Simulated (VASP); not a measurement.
# TiB2 (P6/mmm) in VASP: a series of runs

One crystal, TiB2, is run at these levels: PBE; tasks: single point.

Everything below comes from runs of VASP 6.6.1. Logs are shortened: lines on timing, memory, paths and dates and some standing lists are left out, and cuts for length are marked.

### 1 Starting point

It takes space group P6/mmm (No. 191, hexagonal). The conventional cell has a = 3.029 Å, b = 3.029 Å, c = 3.228 Å, α = 90.00°, β = 90.00°, γ = 120.00°. Ti (site symmetry 6/mmm) has 12 B at 2.38 Å as nearest neighbours. B (site symmetry -6m2) is surrounded by 3 B at 1.75 Å.

### 2 Single point, PBE

INCAR reads:

```
SYSTEM = TiB2
PREC = Accurate
ENCUT = 520
EDIFF = 1E-7
ISMEAR = 0
SIGMA = 0.1
LREAL = .False.
LASPH = .True.
NELM = 80
ALGO = Normal
ISIF = 2
LWAVE = .False.
LCHARG = .False.
GGA = PE
NBANDS = 16
```

KPOINTS reads:

```
Automatic mesh
0
Gamma
  12 12 10
  0 0 0
```

POSCAR reads:

```
TiB2
1.0
    3.0292000000      0.0000000000      0.0000000000
   -1.5146000000      2.6233641500      0.0000000000
    0.0000000000      0.0000000000      3.2284000000
Ti B
1 2
Direct
    0.0000000000      0.0000000000      0.0000000000
    0.3333333300      0.6666666700      0.5000000000
    0.6666666700      0.3333333300      0.5000000000
```

Potentials or basis: VASP PAW PBE potentials, release 64 (Ti_sv, B).

Started as:

```bash
> cat potpaw_PBE.64/Ti_sv/POTCAR potpaw_PBE.64/B/POTCAR > POTCAR
> mpirun -np 1 vasp_std > vasp.out
```

OUTCAR:

```text
SYSTEM = TiB2
   PREC = Accurate
   ENCUT = 520
   EDIFF = 1E-7
   ISMEAR = 0
   LREAL = .False.
   LASPH = .True.
   NELM = 80
   ISIF = 2
   GGA = PE

 ion  position               nearest neighbor table
   1  0.000  0.000  0.000-   2 2.38   3 2.38   2 2.38   3 2.38   2 2.38   2 2.38   3 2.38   3 2.38
                             3 2.38   3 2.38   2 2.38   2 2.38
   2  0.333  0.667  0.500-   3 1.75   3 1.75   3 1.75   1 2.38   1 2.38   1 2.38   1 2.38   1 2.38
                             1 2.38
   3  0.667  0.333  0.500-   2 1.75   2 1.75   2 1.75   1 2.38   1 2.38   1 2.38   1 2.38   1 2.38
                             1 2.38

  LATTYP: Found a hexagonal cell.
 ALAT       =     3.0292000000
 C/A-ratio  =     1.0657599366

  Lattice vectors:

 A1 = (   3.0292000000,   0.0000000000,   0.0000000000)
 A2 = (  -1.5146000000,   2.6233641500,   0.0000000000)
 A3 = (   0.0000000000,   0.0000000000,   3.2284000000)

Analysis of symmetry for initial positions (statically):
=====================================================================
 Subroutine PRICEL returns:
 Original cell was already a primitive cell.

 Routine SETGRP: Setting up the symmetry group for a
 hexagonal supercell.

 Subroutine GETGRP returns: Found 24 space group operations
 (whereof 24 operations were pure point group operations)
 out of a pool of 24 trial point group operations.

The static configuration has the point symmetry D_6h.

Analysis of symmetry for dynamics (positions and initial velocities):
=====================================================================
 Subroutine PRICEL returns:
 Original cell was already a primitive cell.

 Routine SETGRP: Setting up the symmetry group for a
 hexagonal supercell.

 Subroutine GETGRP returns: Found 24 space group operations
 (whereof 24 operations were pure point group operations)
 out of a pool of 24 trial point group operations.

The dynamic configuration has the point symmetry D_6h.

 Subroutine INISYM returns: Found 24 space group operations
 (whereof 24 operations are pure point group operations),
 and found     1 'primitive' translations

----------------------------------------------------------------------------------------

                                     Primitive cell

  volume of cell :      25.6551

  direct lattice vectors                    reciprocal lattice vectors
     3.029200000  0.000000000  0.000000000     0.330120164  0.190594966  0.000000000
    -1.514600000  2.623364150  0.000000000     0.000000000  0.381189931  0.000000000
     0.000000000  0.000000000  3.228400000     0.000000000  0.000000000  0.309750960

  length of vectors
[... 91 lines left out ...]
   ISYM   =      2    0-nonsym 1-usesym 2-fastsym
   POTIM  = 0.5000    time-step for ionic-motion
   TEBEG  =    0.0;   TEEND  =   0.0 temperature during run
   PSTRESS=    0.0 pullay stress
   NELECT =      18.0000    total number of electrons
   NUPDOWN=      -1.0000    fix difference up-down
   EMIN   =  10.00;   EMAX   =-10.00  energy-range for DOS
   EFERMI =   0.00;   METHOD = LEGACY
   ISMEAR =     0;   SIGMA  =   0.10  broadening in eV -4-tet -1-fermi 0-gaus
   EFERMI_NEDOS =   21; number of points for ismear=-14 and -15
   IALGO  =     38    algorithm
   IMIX   =      4    mixing-type and parameters
     AMIX     =   0.40;   BMIX     =  1.00
     AMIX_MAG =   1.60;   BMIX_MAG =  1.00
  volume/ion in A,a.u.               =       8.55        57.71
  Fermi-wavevector in a.u.,A,eV,Ry     =   1.454703  2.748990 28.792122  2.116161
  Thomas-Fermi vector in A             =   2.571823
   LORBIT       =      0    0 simple, 1 ext, 2 COOP (PROOUT), +10 PAW based schemes
   GGA     = PE    functional components
   LHFCALC =     F    Hartree Fock is set to
   AEXX    =    0.0000 exact exchange contribution
   IVDW    =     0    specifies the selected vdW correction
   LEPSILON=     F    determine dielectric tensor
   LRPA    =     F    only Hartree local field effects (RPA)
 non-spin polarized calculation
 Gauss-broadening in eV      SIGMA  =   0.10
  energy-cutoff  :      520.00
  volume of cell :       25.66
 maximum number of plane-waves:       721
 NGX is ok and might be reduce to    24
   NGX = 11   NGY = 11   NGZ = 13

 number of electron      18.0000002 magnetization

 Free energy of the ion-electron system (eV)
  ---------------------------------------------------
  ext. energy  EPLUGINS =         0.00000000
  ---------------------------------------------------
  free energy    TOTEN  =       -24.43043004 eV

  energy without entropy =      -24.42790054  energy(sigma->0) =      -24.42916529

 E-fermi :  10.0204     XC(G=0): -12.7685

 val. band max:       10.0170861595   @ k =   0.0833   0.0000   0.3000
 cond. band min:      10.0272714623   @ k =   0.0833   0.0000   0.4000
 fundamental gap:      0.0101853028
 Fermi energy:        10.0203767185

 k-point     1 :       0.0000    0.0000    0.0000
  band No.  band energies     occupation
      1     -46.9601      2.00000
      2     -23.3097      2.00000
      3     -22.9979      2.00000
      4     -22.9979      2.00000
      5      -3.5076      2.00000
      6       7.3981      2.00000
[... 433 lines left out ...]
      3     -23.2749      2.00000
      4     -23.0661      2.00000
      5      -1.4184      2.00000
      6       3.3690      2.00000
[... 8 lines left out ...]
     15      17.6553      0.00000
     16      19.5097      0.00000

 [... further k-points ...]

------------------------ aborting loop because EDIFF is reached ----------------------------------------

  FORCE on cell =-STRESS in cart. coord.  units (eV):
  Direction    XX          YY          ZZ          XY          YZ          ZX
  --------------------------------------------------------------------------------------
  -------------------------------------------------------------------------------------
  Total        0.1130004      0.1130004     -0.0226894      0.0000000     -0.0000000      0.0000000
  in kB        7.0569458      7.0569458     -1.4169689      0.0000000     -0.0000000      0.0000000
  external PRESSURE =       4.2323076 kB  Pullay stress =       0.0000000 kB

 VOLUME and BASIS-vectors are now :
 -----------------------------------------------------------------------------
  energy-cutoff  :      520.00
  volume of cell :       25.66
      direct lattice vectors                 reciprocal lattice vectors
     3.029200000  0.000000000  0.000000000     0.330120164  0.190594966  0.000000000
    -1.514600000  2.623364150  0.000000000     0.000000000  0.381189931  0.000000000
     0.000000000  0.000000000  3.228400000     0.000000000  0.000000000  0.309750960

 POSITION                                       TOTAL-FORCE (eV/Angst)
 -----------------------------------------------------------------------------------
      0.00000      0.00000      0.00000        -0.000000      0.000000     -0.000000
     -0.00000      1.74891      1.61420         0.000000      0.000000     -0.000000
      1.51460      0.87445      1.61420         0.000000     -0.000000      0.000000
 -----------------------------------------------------------------------------------
    total drift:                                0.000000     -0.000000     -0.000000

  FREE ENERGIE OF THE ION-ELECTRON SYSTEM (eV)
  ---------------------------------------------------
  free  energy   TOTEN  =       -24.4304300366 eV

  energy  without entropy=      -24.4279005380  energy(sigma->0) =      -24.42916529
```

OSZICAR:

```text
N       E                     dE             d eps       ncg     rms          rms(c)
DAV:   1     0.122712355409E+03    0.12271E+03   -0.90721E+03  3656   0.129E+03
DAV:   2    -0.222989990480E+02   -0.14501E+03   -0.13977E+03  3944   0.340E+02
DAV:   3    -0.294197044844E+02   -0.71207E+01   -0.70268E+01  5264   0.736E+01
DAV:   4    -0.295918360557E+02   -0.17213E+00   -0.17203E+00  4464   0.102E+01
DAV:   5    -0.295966831300E+02   -0.48471E-02   -0.48463E-02  5160   0.141E+00    0.167E+01
DAV:   6    -0.244412266072E+02    0.51555E+01   -0.20760E+01  5208   0.484E+01    0.378E+00
DAV:   7    -0.244293317877E+02    0.11895E-01   -0.10702E+00  3904   0.117E+01    0.333E+00
DAV:   8    -0.244320558936E+02   -0.27241E-02   -0.80340E-02  5856   0.237E+00    0.795E-01
DAV:   9    -0.244309491113E+02    0.11068E-02   -0.34815E-02  4552   0.237E+00    0.266E-01
DAV:  10    -0.244304163141E+02    0.53280E-03   -0.25599E-03  4784   0.609E-01    0.647E-02
DAV:  11    -0.244304457152E+02   -0.29401E-04   -0.56751E-04  4992   0.270E-01    0.598E-02
DAV:  12    -0.244304305367E+02    0.15178E-04   -0.10700E-04  4296   0.133E-01    0.980E-03
DAV:  13    -0.244304299894E+02    0.54735E-06   -0.42770E-06  4328   0.185E-02    0.426E-03
DAV:  14    -0.244304300366E+02   -0.47177E-07   -0.69987E-07  4480   0.867E-03
   1 F= -.24430430E+02 E0= -.24429165E+02  d E =-.252950E-02
```

stdout:

```text
POSCAR found type information on POSCAR TiB
 POSCAR found :  2 types and       3 ions
 scaLAPACK will be used
 LDA part: xc-table for (Slater+PW92), standard interpolation
 POSCAR, INCAR and KPOINTS ok, starting setup
 FFT: planning ... GRIDC
 FFT: planning ... GRID_SOFT
 FFT: planning ... GRID
 WAVECAR not read
 entering main loop
```

It took 19 s on 1 thread of Intel Xeon Platinum 8488C (Sapphire Rapids), shared host; peak memory 0.17 GiB.

Results:

- Free energy: -24.4304 eV
- Pressure: 0.4 GPa
- Band gap on the k mesh: none (metal or under the smearing width)

Levels at points of the mesh, in eV from the Fermi level:
```tsv
k point	band 5	band 6	band 7	band 8	band 9	band 10	band 11	band 12	band 13	band 14
(0.00, 0.00, 0.00)	-13.53	-2.62	-2.62	-2.35	-2.14	1.87	1.87	3.63	3.63	5.75
(0.50, 0.00, 0.00)	-9.39	-9.26	-3.29	-3.24	-2.28	1.31	2.72	3.19	3.34	7.42
(0.00, 0.00, 0.50)	-11.61	-7.63	-0.57	-0.57	-0.20	-0.20	0.41	0.41	1.62	6.54
(0.50, 0.00, 0.50)	-9.77	-7.57	-4.66	-3.84	-3.17	2.46	2.89	4.44	4.55	5.34
```

### 3 Single point, PBE

INCAR, as its differences from that of step 2:

```diff
@@ -2,3 +2,3 @@
 PREC = Accurate
-ENCUT = 520
+ENCUT = 600
 EDIFF = 1E-7
```

KPOINTS is that of step 2.

POSCAR is that of step 2.

Potentials or basis: VASP PAW PBE potentials, release 64 (Ti_sv, B).

Started as:

```bash
> cat potpaw_PBE.64/Ti_sv/POTCAR potpaw_PBE.64/B/POTCAR > POTCAR
> mpirun -np 1 vasp_std > vasp.out
```

Run time: 24 s. Hardware: 1 thread of Intel Xeon Platinum 8488C (Sapphire Rapids), shared host; peak memory 0.18 GiB.

It converged, with:

```yaml
Free_energy: -24.4323 eV
Pressure: 0.4 GPa
Band_gap_on_the_k_mesh: none (metal or under the smearing width)
```

Stress tensor (GPa, compression positive):
```
 0.66  0.00  0.00
 0.00  0.66  0.00
 0.00  0.00 -0.19
```

Levels at points of the mesh, in eV from the Fermi level:
```
           k point  band 5  band 6  band 7  band 8  band 9  band 10  band 11  band 12  band 13  band 14
(0.00, 0.00, 0.00)  -13.53   -2.62   -2.62   -2.35   -2.13     1.87     1.87     3.63     3.63     5.75
(0.50, 0.00, 0.00)   -9.39   -9.26   -3.29   -3.24   -2.28     1.31     2.72     3.19     3.34     7.42
(0.00, 0.00, 0.50)  -11.61   -7.63   -0.57   -0.57   -0.20    -0.20     0.41     0.41     1.62     6.54
(0.50, 0.00, 0.50)   -9.77   -7.57   -4.66   -3.84   -3.17     2.46     2.89     4.44     4.55     5.34
```

### 4 Single point, PBE

INCAR, as its differences from that of step 3:

```diff
@@ -2,3 +2,3 @@
 PREC = Accurate
-ENCUT = 600
+ENCUT = 700
 EDIFF = 1E-7
```

KPOINTS is that of step 3.

POSCAR is that of step 3.

Started as:

```bash
> cat potpaw_PBE.64/Ti_sv/POTCAR potpaw_PBE.64/B/POTCAR > POTCAR
> mpirun -np 1 vasp_std > vasp.out
```

It took 39 s on 1 thread of Intel Xeon Platinum 8488C (Sapphire Rapids), shared host; peak memory 0.2 GiB.

The run converged. Its results:

| Quantity | Value |
| --- | --- |
| Free energy | -24.4340 eV |
| Pressure | 0.4 GPa |
| Band gap on the k mesh | none (metal or under the smearing width) |

Stress tensor (GPa, compression positive):
```
 0.71  0.00  0.00
 0.00  0.71  0.00
 0.00  0.00 -0.16
```

Levels at points of the mesh, in eV from the Fermi level:
```tsv
k point	band 6	band 7	band 8	band 9	band 10	band 11	band 12	band 13
(0.00, 0.00, 0.00)	-2.62	-2.62	-2.35	-2.13	1.87	1.87	3.63	3.63
(0.50, 0.00, 0.00)	-9.26	-3.29	-3.24	-2.28	1.31	2.72	3.19	3.34
(0.00, 0.00, 0.50)	-7.63	-0.57	-0.57	-0.20	-0.20	0.41	0.41	1.62
(0.50, 0.00, 0.50)	-7.57	-4.66	-3.84	-3.17	2.46	2.89	4.44	4.55
```

### 5 Overview

```tsv
cutoff (eV)	gap on the mesh (eV)	pressure (GPa)
520	none	0.4
600	none	0.4
700	none	0.4
```

Alike in all rows: task single point; level PBE; potentials or basis VASP PAW PBE potentials, release 64 (Ti_sv, B); no spin polarisation; cell as given; k mesh 12 × 12 × 10; smearing gaussian 0.1 eV.

Every run on the cell as given and a fine mesh finds a metal.

Absolute energies hang on the potentials; compare differences alone.
